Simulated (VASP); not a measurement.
# Al2Au: equation of state with PBE+D3(BJ)

Al2Au:

```xyz
3
Lattice="0.0000 2.9934 2.9934 2.9934 0.0000 2.9934 2.9934 2.9934 0.0000" Properties=species:S:1:pos:R:3 pbc="T T T"
Au    0.0000    0.0000    0.0000
Al    4.4901    4.4901    4.4901
Al    1.4967    1.4967    1.4967
```

```yaml
Program: VASP 6.6.1
Task: equation of state
Functional: PBE
Dispersion: D3(BJ)
Potentials_or_basis: VASP PAW PBE potentials, release 64 (Au, Al)
Cutoff: 520 eV
k_mesh: 8 × 8 × 8
Occupations: fermi-dirac, width 0.05 eV
Spin: no spin polarisation
Ladder: gaps
Further_INCAR_settings: ALGO = Normal; EDIFF = 1e-07
```

```json
{"Equilibrium volume": "17.88 Å³/atom", "Bulk modulus": "115 GPa", "Pressure derivative of the bulk modulus": "5.0 (rough: it moves with the points fitted)"}
```

Energy against volume, from the lowest point:
| volume (Å³/atom) | energy (meV/atom) |
| --- | --- |
| 17.167 | 11.20 |
| 17.524 | 2.70 |
| 17.882 | 0.00 |
| 18.240 | 2.43 |
| 18.597 | 9.42 |

All runs of the series together: 45 s on 1 thread of Intel(R) Xeon(R) Platinum 8488C (Sapphire Rapids), with other jobs on the host.

Spin-orbit coupling is left out, which matters for the levels of Au.
